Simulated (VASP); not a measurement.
# TiH (Fm-3m) in VASP: notebook, part 3 of 3

VASP 6.6.1. The steps go on from the part before.

**5. Single point, PBEsol (equal strain along all axes, cell held, atoms relaxed: +4.5 %)**

File INCAR:

```
  ALGO = Fast
  EDIFF = 1E-6
  ENCUT = 520
  GGA = PS
  ISIF = 2
  ISMEAR = 0
  LASPH = T
  LCHARG = F
  LREAL = F
  LWAVE = F
  NBANDS = 21
  NELM = 100
  PREC = Accurate
  SIGMA = 0.1
```

File KPOINTS:

```
k-points
0
Gamma
  14 14 10
```

File POSCAR:

```
TiH
1.0
    2.1650783365      2.1650783365      0.0000000000
   -2.1650783365      2.1650783365      0.0000000000
    0.0000000000      0.0000000000      4.3301566730
Ti H
2 2
Direct
    0.0000000000      0.0000000000      0.0000000000
    0.5000000000      0.5000000000      0.5000000000
    0.5000000000      0.5000000000      0.0000000000
    0.0000000000      0.0000000000      0.5000000000
```

Potentials or basis: VASP PAW PBE potentials, release 64 (Ti_sv, H).

On the command line:

```sh
$ cat potpaw_PBE.64/Ti_sv/POTCAR potpaw_PBE.64/H/POTCAR > POTCAR
$ mpirun -np 1 vasp_std > vasp.out
```

OUTCAR:

```text
EDIFF = 1E-6
   ENCUT = 520
   GGA = PS
   ISIF = 2
   ISMEAR = 0
   LASPH = T
   LREAL = F
   NELM = 100
   PREC = Accurate

 ion  position               nearest neighbor table
   1  0.000  0.000  0.000-
   2  0.500  0.500  0.500-
   3  0.500  0.500  0.000-
   4  0.000  0.000  0.500-

  LATTYP: Found a simple tetragonal cell.
 ALAT       =     3.0618831471
 C/A-ratio  =     1.4142135624

  Lattice vectors:

 A1 = (   2.1650783365,   2.1650783365,   0.0000000000)
 A2 = (  -2.1650783365,   2.1650783365,   0.0000000000)
 A3 = (   0.0000000000,   0.0000000000,   4.3301566730)

Analysis of symmetry for initial positions (statically):
=====================================================================
 Subroutine PRICEL returns following result:

  LATTYP: Found a face centered cubic cell.
 ALAT       =     4.3301566730

  Lattice vectors:

 A1 = (   0.0000000000,  -2.1650783365,  -2.1650783365)
 A2 = (   2.1650783365,   0.0000000000,  -2.1650783365)
 A3 = (   2.1650783365,  -2.1650783365,   0.0000000000)

   2 primitive cells build up your supercell.

 Routine SETGRP: Setting up the symmetry group for a
 simple tetragonal supercell.

 Subroutine GETGRP returns: Found 16 space group operations
 (whereof 16 operations were pure point group operations)
 out of a pool of 16 trial point group operations.

The static configuration has the point symmetry D_4h.

Analysis of symmetry for dynamics (positions and initial velocities):
=====================================================================
 Subroutine PRICEL returns following result:

  LATTYP: Found a face centered cubic cell.
 ALAT       =     4.3301566730
[... 130 lines left out ...]
   EFERMI =   0.00;   METHOD = LEGACY
   ISMEAR =     0;   SIGMA  =   0.10  broadening in eV -4-tet -1-fermi 0-gaus
   EFERMI_NEDOS =   21; number of points for ismear=-14 and -15
   IALGO  =     68    algorithm
   IMIX   =      4    mixing-type and parameters
     AMIX     =   0.40;   BMIX     =  1.00
     AMIX_MAG =   1.60;   BMIX_MAG =  1.00
  volume/ion in A,a.u.               =      10.15        68.49
  Fermi-wavevector in a.u.,A,eV,Ry     =   1.411147  2.666682 27.093779  1.991337
  Thomas-Fermi vector in A             =   2.533028
   LORBIT       =      0    0 simple, 1 ext, 2 COOP (PROOUT), +10 PAW based schemes
   GGA     = PS    functional components
   LHFCALC =     F    Hartree Fock is set to
   AEXX    =    0.0000 exact exchange contribution
   IVDW    =     0    specifies the selected vdW correction
   LEPSILON=     F    determine dielectric tensor
   LRPA    =     F    only Hartree local field effects (RPA)
 non-spin polarized calculation
 RMM-DIIS sequential band-by-band and
 Gauss-broadening in eV      SIGMA  =   0.10
  energy-cutoff  :      520.00
  volume of cell :       40.60
 maximum number of plane-waves:      1136
 NGX is ok and might be reduce to    24
   NGX = 11   NGY = 11   NGZ = 17

 number of electron      26.0000016 magnetization

 Free energy of the ion-electron system (eV)
  ---------------------------------------------------
  ext. energy  EPLUGINS =         0.00000000
  ---------------------------------------------------
  free energy    TOTEN  =       -24.59142056 eV

  energy without entropy =      -24.57040181  energy(sigma->0) =      -24.58091118

 E-fermi :   7.5575     XC(G=0): -11.5503

 val. band max:        7.5559932692   @ k =   0.2143   0.1429   0.4000
 cond. band min:       7.5587907742   @ k =   0.3571   0.2143   0.0000
 fundamental gap:      0.0027975049
 Fermi energy:         7.5574791464

 k-point     1 :       0.0000    0.0000    0.0000
  band No.  band energies     occupation
      1     -49.1103      2.00000
      2     -49.0192      2.00000
      3     -25.6277      2.00000
      4     -25.3815      2.00000
      5     -25.3815      2.00000
      6     -25.2308      2.00000
[... 565 lines left out ...]
     20      12.0143      0.00000
     21      14.1040      0.00000

 [... further k-points ...]

------------------------ aborting loop because EDIFF is reached ----------------------------------------

  FORCE on cell =-STRESS in cart. coord.  units (eV):
  Direction    XX          YY          ZZ          XY          YZ          ZX
  --------------------------------------------------------------------------------------
  -------------------------------------------------------------------------------------
  Total       -3.9102845     -3.9102845     -3.9708713      0.0000000     -0.0000000      0.0000000
  in kB     -154.3256464   -154.3256464   -156.7168022      0.0000000     -0.0000000      0.0000000
  external PRESSURE =    -155.1226983 kB  Pullay stress =       0.0000000 kB

 VOLUME and BASIS-vectors are now :
 -----------------------------------------------------------------------------
  energy-cutoff  :      520.00
  volume of cell :       40.60
      direct lattice vectors                 reciprocal lattice vectors
     2.165078337  2.165078337  0.000000000     0.230938526  0.230938526  0.000000000
    -2.165078337  2.165078337  0.000000000    -0.230938526  0.230938526  0.000000000
     0.000000000  0.000000000  4.330156673     0.000000000  0.000000000  0.230938526

 POSITION                                       TOTAL-FORCE (eV/Angst)
 -----------------------------------------------------------------------------------
      0.00000      0.00000      0.00000        -0.000000     -0.000000     -0.000000
      0.00000      2.16508      2.16508         0.000000      0.000000      0.000000
      0.00000      2.16508      0.00000        -0.000000     -0.000000     -0.000000
      0.00000      0.00000      2.16508        -0.000000     -0.000000     -0.000000
 -----------------------------------------------------------------------------------
    total drift:                               -0.000000      0.000000     -0.000000

  FREE ENERGIE OF THE ION-ELECTRON SYSTEM (eV)
  ---------------------------------------------------
  free  energy   TOTEN  =       -24.5914205603 eV

  energy  without entropy=      -24.5704018057  energy(sigma->0) =      -24.58091118
```

OSZICAR:

```text
N       E                     dE             d eps       ncg     rms          rms(c)
DAV:   1     0.270371399317E+03    0.27037E+03   -0.13333E+04  9072   0.147E+03
DAV:   2    -0.235045831175E+01   -0.27272E+03   -0.26705E+03  9242   0.429E+02
DAV:   3    -0.270583242655E+02   -0.24708E+02   -0.24246E+02 16454   0.115E+02
[... 27 lines left out ...]
RMM:  31    -0.245914166330E+02   -0.15824E-05   -0.18988E-05  9987   0.152E-02    0.165E-03
RMM:  32    -0.245914180762E+02   -0.14432E-05   -0.16909E-05  9969   0.136E-02    0.129E-03
RMM:  33    -0.245914190644E+02   -0.98816E-06   -0.12138E-05 10106   0.127E-02    0.949E-04
RMM:  34    -0.245914199575E+02   -0.89319E-06   -0.10695E-05  9368   0.114E-02    0.636E-04
RMM:  35    -0.245914205603E+02   -0.60279E-06   -0.78612E-06  9983   0.108E-02
   1 F= -.24591421E+02 E0= -.24580911E+02  d E =-.210188E-01
```

It took 3.8 min on 1 thread of AMD EPYC 9R14 (Zen 4), shared host; peak memory 0.24 GiB.

What came out:

- Free energy: -24.5914 eV
- Pressure: -15.5 GPa
- Band gap on the k mesh: none (metal or under the smearing width)

Levels at points of the mesh, in eV from the Fermi level:
```
           k point  band 9  band 10  band 11  band 12  band 13  band 14  band 15  band 16  band 17  band 18
(0.00, 0.00, 0.00)   -8.97    -6.22    -1.57     0.64     0.64     0.64     1.29     1.91     1.92     2.82
(0.50, 0.00, 0.00)   -5.84    -5.84    -1.06    -1.06    -0.59    -0.59     1.01     1.01     1.95     1.95
(0.50, 0.50, 0.00)   -6.22    -6.22    -1.57    -1.57     1.29     1.29     2.82     2.82     3.19     3.19
(0.00, 0.00, 0.50)   -7.27    -7.27    -0.59    -0.59     0.36     0.36     1.56     1.56     1.56     1.56
(0.50, 0.00, 0.50)   -4.86    -4.86    -2.86    -2.86     0.30     0.30     0.30     0.30     2.89     2.89
(0.50, 0.50, 0.50)   -5.54    -5.54    -0.70    -0.70    -0.70    -0.70     1.33     1.33     3.19     3.19
```

Caveat: so large a pressure means that the cell lies far from this level's equilibrium, or that cutoff or potentials fall short; the potentials were made for another functional, which shifts forces and pressure; the real-space grid breaks the cell's symmetry a little.

**6. Single point, PBEsol**

This run uses another cell than the first one, of 9.13 Å³/atom, 1.026 times its volume.

File INCAR:

```
SYSTEM = TiH
ALGO = Fast ; EDIFF = 1E-6
ENCUT = 520 ; GGA = PS
ISIF = 2 ; ISMEAR = 0
LASPH = .True. ; LCHARG = .False.
LREAL = .False. ; LWAVE = .False.
NBANDS = 14 ; NELM = 100
PREC = Accurate ; SIGMA = 0.1
```

File KPOINTS:

```
k-points
0
Gamma
  8 8 8
  0 0 0
```

File POSCAR:

```
TiH
1.0
    0.0000000000      2.0896972200      2.0896972200
    2.0896972200      0.0000000000      2.0896972200
    2.0896972200      2.0896972200      0.0000000000
Ti H
1 1
Direct
    0.0000000000      0.0000000000      0.0000000000
    0.5000000000      0.5000000000      0.5000000000
```

Potentials or basis: VASP PAW PBE potentials, release 64 (Ti_sv, H).

On the command line:

```sh
$ cat potpaw_PBE.64/Ti_sv/POTCAR potpaw_PBE.64/H/POTCAR > POTCAR
$ mpirun -np 1 vasp_std > vasp.out
```

Wall time 20 s (1 thread of AMD EPYC 7R43 (Zen 3), shared host); peak memory 0.1 GiB.

It converged, with:

```yaml
Free_energy: -12.4308 eV
Pressure: -3.5 GPa
Band_gap_on_the_k_mesh: none (metal or under the smearing width)
```

Levels at points of the mesh, in eV from the Fermi level:
```csv
k point,band 3,band 4,band 5,band 6,band 7,band 8,band 9,band 10
"(0.00, 0.00, 0.00)",-32.52,-32.52,-9.45,0.69,0.69,0.69,2.17,2.17
"(0.50, 0.00, 0.00)",-32.60,-32.60,-4.98,-3.11,0.29,0.29,3.30,3.30
"(0.50, 0.50, 0.00)",-32.74,-32.74,-6.75,-1.84,1.63,3.22,3.65,3.65
```

Caveat: the PAW data sets were made with another functional, which shifts forces and pressure a little.

**7. The runs side by side**

```tsv
task	cell	k mesh	cutoff (eV)	gap on the mesh (eV)	pressure (GPa)
single point	Fm-3m, 8.89 Å³/atom	18 × 18 × 18	520	none	-0.2
relaxation of cell and atoms	relaxed	18 × 18 × 18	600	none	0.0
single point	equal strain along all axes, cell held, atoms relaxed: -3.0 %	14 × 14 × 10	520	none	16.0
single point	equal strain along all axes, cell held, atoms relaxed: +4.5 %	14 × 14 × 10	520	none	-15.5
single point	Fm-3m, 9.13 Å³/atom	8 × 8 × 8	520	none	-3.5
```

Alike in all rows: level PBEsol; potentials or basis VASP PAW PBE potentials, release 64 (Ti_sv, H); no spin polarisation; smearing gaussian 0.1 eV.

Caveats: the PAW data sets were made with another functional, which shifts forces and pressure a little (some runs); so large a pressure means that the cell lies far from this level's equilibrium, or that cutoff or potentials fall short (some runs); the potentials were made for another functional, which shifts forces and pressure (some runs); the real-space grid breaks the cell's symmetry a little (some runs).

Total energies depend on the potentials used, so only differences within one code and one set of settings carry meaning.
